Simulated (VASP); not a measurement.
# LaB6 (Pm-3m) in VASP: settings compared

The runs below take LaB6 through single point, with PBEsol, r2SCAN.

Everything below comes from runs of VASP 6.6.1. Logs are shortened: lines on timing, memory, paths and dates and some standing lists are left out, and cuts for length are marked.

### Step 1. Starting point

The structure is cubic, space group Pm-3m (No. 221). The conventional cell has a = 4.130 Å, b = 4.130 Å, c = 4.130 Å, α = 90.00°, β = 90.00°, γ = 90.00°. Around La (site symmetry m-3m) lie 24 B at 3.03 Å. B (site symmetry 4mm) is surrounded by 5 B at 1.65 to 1.75 Å.

The cell is a database's computed one.

### Step 2. Single point, PBEsol

Contents of INCAR:

```
SYSTEM = LaB6
ALGO     = Normal         ! electronic algorithm
EDIFF    = 1E-6           ! SCF threshold, eV
ENCUT    = 900            ! plane-wave cutoff, eV
GGA      = PS             ! functional
ISIF     = 2              ! what is computed and relaxed
ISMEAR   = 0              ! smearing method
LASPH    = .True.         ! aspherical terms in the spheres
LCHARG   = .False.        ! write CHGCAR
LREAL    = .False.        ! projectors in reciprocal space
LWAVE    = .False.        ! write WAVECAR
NBANDS   = 24             ! bands
NELM     = 60             ! most SCF steps
PREC     = Accurate       ! precision mode
SIGMA    = 0.1            ! smearing width, eV
```

Contents of KPOINTS:

```
k-points
0
Gamma
  8 8 8
  0 0 0
```

Contents of POSCAR:

```
LaB6
1.0
    4.1303900000      0.0000000000      0.0000000000
    0.0000000000      4.1303900000      0.0000000000
    0.0000000000      0.0000000000      4.1303900000
La B
1 6
Direct
    0.0000000000      0.0000000000      0.0000000000
    0.8004400000      0.5000000000      0.5000000000
    0.1995600000      0.5000000000      0.5000000000
    0.5000000000      0.5000000000      0.8004400000
    0.5000000000      0.5000000000      0.1995600000
    0.5000000000      0.1995600000      0.5000000000
    0.5000000000      0.8004400000      0.5000000000
```

Potentials or basis: VASP PAW PBE potentials, release 64 (La, B_h).

The run is started by

```bash
$ cat potpaw_PBE.64/La/POTCAR potpaw_PBE.64/B_h/POTCAR > POTCAR
$ mpirun -np 1 vasp_std > vasp.out
```

OUTCAR:

```text
SYSTEM = LaB6
   EDIFF = 1E-6
   ENCUT = 900
   GGA = PS
   ISIF = 2
   ISMEAR = 0
   LASPH = .True.
   LREAL = .False.
   NELM = 60
   PREC = Accurate

 ion  position               nearest neighbor table
   1  0.000  0.000  0.000-
   2  0.800  0.500  0.500-
   3  0.200  0.500  0.500-
   4  0.500  0.500  0.800-
   5  0.500  0.500  0.200-
   6  0.500  0.200  0.500-
   7  0.500  0.800  0.500-

  LATTYP: Found a simple cubic cell.
 ALAT       =     4.1303900000

  Lattice vectors:

 A1 = (   4.1303900000,   0.0000000000,   0.0000000000)
 A2 = (   0.0000000000,   4.1303900000,   0.0000000000)
 A3 = (   0.0000000000,   0.0000000000,   4.1303900000)

Analysis of symmetry for initial positions (statically):
=====================================================================
 Subroutine PRICEL returns:
 Original cell was already a primitive cell.

 Routine SETGRP: Setting up the symmetry group for a
 simple cubic supercell.

 Subroutine GETGRP returns: Found 48 space group operations
 (whereof 48 operations were pure point group operations)
 out of a pool of 48 trial point group operations.

The static configuration has the point symmetry O_h .

Analysis of symmetry for dynamics (positions and initial velocities):
=====================================================================
 Subroutine PRICEL returns:
 Original cell was already a primitive cell.

 Routine SETGRP: Setting up the symmetry group for a
 simple cubic supercell.

 Subroutine GETGRP returns: Found 48 space group operations
 (whereof 48 operations were pure point group operations)
 out of a pool of 48 trial point group operations.

The dynamic configuration has the point symmetry O_h .

 Subroutine INISYM returns: Found 48 space group operations
 (whereof 48 operations are pure point group operations),
 and found     1 'primitive' translations

----------------------------------------------------------------------------------------

                                     Primitive cell

  volume of cell :      70.4650

  direct lattice vectors                    reciprocal lattice vectors
     4.130390000  0.000000000  0.000000000     0.242107888  0.000000000  0.000000000
     0.000000000  4.130390000  0.000000000     0.000000000  0.242107888  0.000000000
     0.000000000  0.000000000  4.130390000     0.000000000  0.000000000  0.242107888

  length of vectors
     4.130390000  4.130390000  4.130390000     0.242107888  0.242107888  0.242107888

  position of ions in fractional coordinates (direct lattice)
     0.000000000  0.000000000  0.000000000
     0.800440000  0.500000000  0.500000000
     0.199560000  0.500000000  0.500000000
     0.500000000  0.500000000  0.800440000
     0.500000000  0.500000000  0.199560000
     0.500000000  0.199560000  0.500000000
     0.500000000  0.800440000  0.500000000

  ion indices of the primitive-cell ions
   primitive index   ion index
                 1           1
                 2           2
                 3           3
                 4           4
                 5           5
                 6           6
                 7           7

----------------------------------------------------------------------------------------

 KPOINTS: k-points

Automatic generation of k-mesh.
 Grid dimensions read from file:
 generate k-points for:    8    8    8

 Generating k-lattice:

  Cartesian coordinates                     Fractional coordinates (reciprocal lattice)
     0.030263486  0.000000000  0.000000000     0.125000000  0.000000000  0.000000000
     0.000000000  0.030263486  0.000000000     0.000000000  0.125000000  0.000000000
     0.000000000  0.000000000  0.030263486     0.000000000  0.000000000  0.125000000

  Length of vectors
     0.030263486  0.030263486  0.030263486

  Shift w.r.t. Gamma in fractional coordinates (k-lattice)
     0.000000000  0.000000000  0.000000000

 Subroutine IBZKPT returns following result:
 ===========================================

 Found     35 irreducible k-points:

 Following reciprocal coordinates:
            Coordinates               Weight
  0.000000  0.000000  0.000000      1.000000
  0.125000  0.000000  0.000000      6.000000
  0.250000  0.000000  0.000000      6.000000
  0.375000  0.000000  0.000000      6.000000
  0.500000  0.000000  0.000000      3.000000
  0.125000  0.125000  0.000000     12.000000
[... 16 lines left out ...]
  0.375000  0.375000  0.125000     24.000000
  0.500000  0.375000  0.125000     24.000000
 [... further k-points ...]
   k-points           NKPTS =     35   k-points in BZ     NKDIM =     35   number of bands    NBANDS=     24
   number of dos      NEDOS =    301   number of ions     NIONS =      7
   total plane-waves  NPLWV =  64000
   dimension x,y,z NGX =    40 NGY =   40 NGZ =   40
   dimension x,y,z NGXF=    80 NGYF=   80 NGZF=   80
   ions per type =               1   6
   NGX,Y,Z   is equivalent  to a cutoff of  16.10, 16.10, 16.10 a.u.
   NGXF,Y,Z  is equivalent  to a cutoff of  32.20, 32.20, 32.20 a.u.
 SYSTEM =  LaB6
   PREC   = accura    normal or accurate (medium, high low for compatibility)
   ISTART =      0    job   : 0-new  1-cont  2-samecut
   ICHARG =      2    charge: 1-file 2-atom 10-const
   ISPIN  =      1    spin polarized calculation?
   LNONCOLLINEAR =      F non collinear calculations
   LSORBIT =      F    spin-orbit coupling
   LASPH  =      T    aspherical Exc in radial PAW
   ENCUT  =  900.0 eV  66.15 Ry    8.13 a.u.  10.10 10.10 10.10*2*pi/ulx,y,z
   NELM   =     60;   NELMIN=  2; NELMDL= -5     # of ELM steps
   EDIFF  = 0.1E-05   stopping-criterion for ELM
   LREAL  =      F    real-space projection
   EDIFFG = 0.1E-04   stopping-criterion for IOM
   NSW    =      0    number of steps for IOM
   IBRION =     -1    ionic relax: 0-MD 1-quasi-New 2-CG
   NFREE  =      0    steps in history (QN), initial steepest desc. (CG)
   ISIF   =      2    stress and relaxation
   ISYM   =      2    0-nonsym 1-usesym 2-fastsym
   POTIM  = 0.5000    time-step for ionic-motion
   TEBEG  =    0.0;   TEEND  =   0.0 temperature during run
   PSTRESS=    0.0 pullay stress
   NELECT =      29.0000    total number of electrons
   NUPDOWN=      -1.0000    fix difference up-down
   EMIN   =  10.00;   EMAX   =-10.00  energy-range for DOS
   EFERMI =   0.00;   METHOD = LEGACY
   ISMEAR =     0;   SIGMA  =   0.10  broadening in eV -4-tet -1-fermi 0-gaus
   EFERMI_NEDOS =   21; number of points for ismear=-14 and -15
   IALGO  =     38    algorithm
   IMIX   =      4    mixing-type and parameters
     AMIX     =   0.40;   BMIX     =  1.00
     AMIX_MAG =   1.60;   BMIX_MAG =  1.00
  volume/ion in A,a.u.               =      10.07        67.93
  Fermi-wavevector in a.u.,A,eV,Ry     =   1.217727  2.301169 20.175507  1.482858
  Thomas-Fermi vector in A             =   2.353037
   LORBIT       =      0    0 simple, 1 ext, 2 COOP (PROOUT), +10 PAW based schemes
   GGA     = PS    functional components
   LHFCALC =     F    Hartree Fock is set to
   AEXX    =    0.0000 exact exchange contribution
   IVDW    =     0    specifies the selected vdW correction
   LEPSILON=     F    determine dielectric tensor
   LRPA    =     F    only Hartree local field effects (RPA)
 non-spin polarized calculation
 Gauss-broadening in eV      SIGMA  =   0.10
  energy-cutoff  :      900.00
  volume of cell :       70.46
 maximum number of plane-waves:      4385
   NGX = 21   NGY = 21   NGZ = 21

 number of electron      28.9999998 magnetization

 Free energy of the ion-electron system (eV)
  ---------------------------------------------------
  ext. energy  EPLUGINS =         0.00000000
  ---------------------------------------------------
  free energy    TOTEN  =       -51.56620050 eV

  energy without entropy =      -51.56282357  energy(sigma->0) =      -51.56451203

 E-fermi :   9.6905     XC(G=0): -11.5525

 val. band max:        9.5566565309   @ k =   0.3750   0.2500   0.1250
 cond. band min:       9.6982693887   @ k =   0.2500   0.2500   0.0000
 fundamental gap:      0.1416128578
 Fermi energy:         9.6905037272

 k-point     1 :       0.0000    0.0000    0.0000
  band No.  band energies     occupation
      1     -23.1760      2.00000
      2      -6.9285      2.00000
      3      -6.9285      2.00000
      4      -6.9285      2.00000
      5      -5.8405      2.00000
      6       1.7810      2.00000
[... 16 lines left out ...]
     23      11.9341      0.00000
     24      13.0700      0.00000

 k-point     2 :       0.1250    0.0000    0.0000
  band No.  band energies     occupation
      1     -23.1720      2.00000
      2      -7.1163      2.00000
      3      -6.9155      2.00000
      4      -6.9155      2.00000
      5      -5.6471      2.00000
      6       1.0031      2.00000
[... 16 lines left out ...]
     23      12.0337      0.00000
     24      13.0097      0.00000

 k-point     3 :       0.2500    0.0000    0.0000
  band No.  band energies     occupation
      1     -23.1623      2.00000
      2      -7.4461      2.00000
      3      -6.8836      2.00000
      4      -6.8836      2.00000
      5      -5.2864      2.00000
      6       0.0526      2.00000
[... 16 lines left out ...]
     23      12.3906      0.00000
     24      12.4761      0.00000
[... 514 lines left out ...]
 k-point    23 :       0.3750    0.3750    0.1250
  band No.  band energies     occupation
      1     -23.1266      2.00000
      2      -7.4110      2.00000
      3      -7.3095      2.00000
      4      -6.8643      2.00000
      5      -5.1597      2.00000
      6       0.1597      2.00000
[... 16 lines left out ...]
     23      12.6662      0.00000
     24      13.2037      0.00000

 k-point    24 :       0.5000    0.3750    0.1250
  band No.  band energies     occupation
      1     -23.1227      2.00000
      2      -7.4382      2.00000
      3      -7.3008      2.00000
      4      -6.8504      2.00000
      5      -5.2056      2.00000
      6       0.1527      2.00000
[... 16 lines left out ...]
     23      12.9015      0.00000
     24      13.2496      0.00000

 [... further k-points ...]

------------------------ aborting loop because EDIFF is reached ----------------------------------------

  FORCE on cell =-STRESS in cart. coord.  units (eV):
  Direction    XX          YY          ZZ          XY          YZ          ZX
  --------------------------------------------------------------------------------------
  -------------------------------------------------------------------------------------
  Total       -0.0763272     -0.0763272     -0.0763272      0.0000000      0.0000000      0.0000000
  in kB       -1.7354681     -1.7354681     -1.7354681      0.0000000      0.0000000      0.0000000
  external PRESSURE =      -1.7354681 kB  Pullay stress =       0.0000000 kB

 VOLUME and BASIS-vectors are now :
 -----------------------------------------------------------------------------
  energy-cutoff  :      900.00
  volume of cell :       70.46
      direct lattice vectors                 reciprocal lattice vectors
     4.130390000  0.000000000  0.000000000     0.242107888  0.000000000  0.000000000
     0.000000000  4.130390000  0.000000000     0.000000000  0.242107888  0.000000000
     0.000000000  0.000000000  4.130390000     0.000000000  0.000000000  0.242107888

 POSITION                                       TOTAL-FORCE (eV/Angst)
 -----------------------------------------------------------------------------------
      0.00000      0.00000      0.00000         0.000000      0.000000     -0.000000
      3.30613      2.06520      2.06520        -0.028143     -0.000000     -0.000000
      0.82426      2.06520      2.06520         0.028143      0.000000      0.000000
      2.06520      2.06520      3.30613         0.000000      0.000000     -0.028143
      2.06520      2.06520      0.82426         0.000000      0.000000      0.028143
      2.06520      0.82426      2.06520         0.000000      0.028143     -0.000000
      2.06520      3.30613      2.06520         0.000000     -0.028143      0.000000
 -----------------------------------------------------------------------------------
    total drift:                               -0.000000     -0.000000     -0.000000

  FREE ENERGIE OF THE ION-ELECTRON SYSTEM (eV)
  ---------------------------------------------------
  free  energy   TOTEN  =       -51.5662004983 eV

  energy  without entropy=      -51.5628235692  energy(sigma->0) =      -51.56451203
```

Run time: 2.5 min. Hardware: 1 thread of Intel Xeon Platinum 8488C (Sapphire Rapids), shared host; peak memory 0.34 GiB.

What came out:

```
Free energy            : -51.5662 eV
Pressure               : -0.2 GPa
Largest force          : 0.028 eV/Å
Band gap on the k mesh : none (metal or under the smearing width)
```

Forces on the atoms (eV/Å):
```
La   0.000  0.000  0.000
B   -0.028  0.000  0.000
B    0.028  0.000  0.000
B    0.000  0.000 -0.028
B    0.000  0.000  0.028
B    0.000  0.028  0.000
B    0.000 -0.028  0.000
```

Levels at points of the mesh, in eV from the Fermi level:
| k point | band 10 | band 11 | band 12 | band 13 | band 14 | band 15 | band 16 | band 17 | band 18 | band 19 |
| --- | --- | --- | --- | --- | --- | --- | --- | --- | --- | --- |
| (0.00, 0.00, 0.00) | -6.89 | -6.89 | -1.79 | -1.79 | -1.79 | 0.30 | 0.30 | 0.30 | 1.59 | 1.59 |
| (0.50, 0.00, 0.00) | -6.34 | -3.39 | -3.39 | -3.11 | -2.49 | -1.39 | 1.65 | 1.68 | 1.68 | 2.15 |
| (0.50, 0.50, 0.00) | -6.17 | -4.43 | -4.43 | -2.80 | -2.80 | 1.15 | 1.15 | 2.17 | 2.20 | 2.20 |
| (0.50, 0.50, 0.50) | -4.64 | -4.64 | -2.30 | -2.30 | -2.30 | 1.65 | 1.97 | 1.97 | 1.97 | 1.99 |

Caveat: the PAW data sets were made with another functional, which shifts forces and pressure a little. Spin-orbit coupling is left out, which matters for the levels of La.

### Step 3. Single point, r2SCAN

INCAR: that of step 2 with these lines changed.

```diff
@@ -3,4 +3,3 @@
 EDIFF    = 1E-6           ! SCF threshold, eV
-ENCUT    = 900            ! plane-wave cutoff, eV
-GGA      = PS             ! functional
+ENCUT    = 520            ! plane-wave cutoff, eV
 ISIF     = 2              ! what is computed and relaxed
@@ -9,4 +8,6 @@
 LCHARG   = .False.        ! write CHGCAR
+LMIXTAU  = .True.       
 LREAL    = .False.        ! projectors in reciprocal space
 LWAVE    = .False.        ! write WAVECAR
+METAGGA  = R2SCAN         ! meta-GGA
 NBANDS   = 24             ! bands
```

KPOINTS is that of step 2.

POSCAR is that of step 2.

Potentials or basis: VASP PAW PBE potentials, release 64 (La, B).

The run is started by

```bash
$ cat potpaw_PBE.64/La/POTCAR potpaw_PBE.64/B/POTCAR > POTCAR
$ mpirun -np 1 vasp_std > vasp.out
```

Wall time 2.4 min (1 thread of Intel Xeon Platinum 8488C (Sapphire Rapids), shared host); peak memory 0.23 GiB.

The run converged. Its results:

- Free energy: -78.2123 eV
- Pressure: 2.9 GPa
- Largest force: 0.050 eV/Å
- Band gap on the k mesh: none (metal or under the smearing width)

Forces in eV/Å, atoms in the order of the input:
```
La   0.000  0.000  0.000
B   -0.050  0.000  0.000
B    0.050  0.000  0.000
B    0.000  0.000 -0.050
B    0.000  0.000  0.050
B    0.000  0.050  0.000
B    0.000 -0.050  0.000
```

Levels at points of the mesh, in eV from the Fermi level:
| k point | band 12 | band 13 | band 14 | band 15 | band 16 | band 17 |
| --- | --- | --- | --- | --- | --- | --- |
| (0.00, 0.00, 0.00) | -1.97 | -1.97 | -1.97 | 0.28 | 0.28 | 0.28 |
| (0.50, 0.00, 0.00) | -3.71 | -3.40 | -2.55 | -1.56 | 1.72 | 1.72 |
| (0.50, 0.50, 0.00) | -4.75 | -3.07 | -3.07 | 1.24 | 1.24 | 2.30 |
| (0.50, 0.50, 0.50) | -2.53 | -2.53 | -2.53 | 1.75 | 2.09 | 2.09 |

Caveat: the PAW data sets were made with another functional, which shifts forces and pressure a little. The run has no spin-orbit coupling, so splittings on La are missing.
